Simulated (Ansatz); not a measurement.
## Cu2O: do energies and stresses tell the same story?

Method: DFT r2SCAN, scalar-relativistic, plane waves, PAW (Ansatz 0.2.0).

Cutoff 500 eV; k points 6×6×6 on the computed 6-atom cell (Γ-centred); Gaussian smearing, width 0.02 eV; no spin polarisation.

Relaxed cell: Pn-3m, a = 4.246 Å, b = 4.246 Å, c = 4.246 Å, α = 90.00°, β = 90.00°, γ = 90.00°, 6 atoms in the primitive cell.

Energies at zero smearing and pressures from the stress tensor, at volumes with shape and atoms relaxed:
```tsv
V (Å³/atom)	E − E(first) (meV/atom)	P (GPa)
11.991	0.00	9.11
12.374	-15.66	4.17
12.756	-20.54	0.01
13.139	-16.24	-3.50
13.522	-4.23	-6.46
```

Problem. Check P = −dE/dV between neighbouring volumes, and get the bulk modulus from the pressures alone.

Solution. With 1 eV/Å³ = 160.2 GPa:
```csv
middle V (Å³/atom),−ΔE/ΔV (GPa),mean P (GPa)
12.182,6.557,6.642
12.565,2.041,2.091
12.948,-1.800,-1.746
13.331,-5.028,-4.981
```

The two differ by 0.08 GPa at most. The mean of two end pressures misses the average over a step by about ΔV² P″/12, up to 0.07 GPa here; with that taken off 0.01 GPa remains. Around V = 12.756 Å³/atom, the two neighbours give B = −V ΔP/ΔV = 12.756 × 7.67 / 0.765 = 127.9 GPa, against B0 = 127.2 GPa from the Birch–Murnaghan fit of the energies.

A ferromagnetic start lost its moments in a first run, so spin was left out; other magnetic orders weren't tried.

Cost: 6 runs of about 5.2 core-minutes in all, on Arm Neoverse N1 (shared hosts).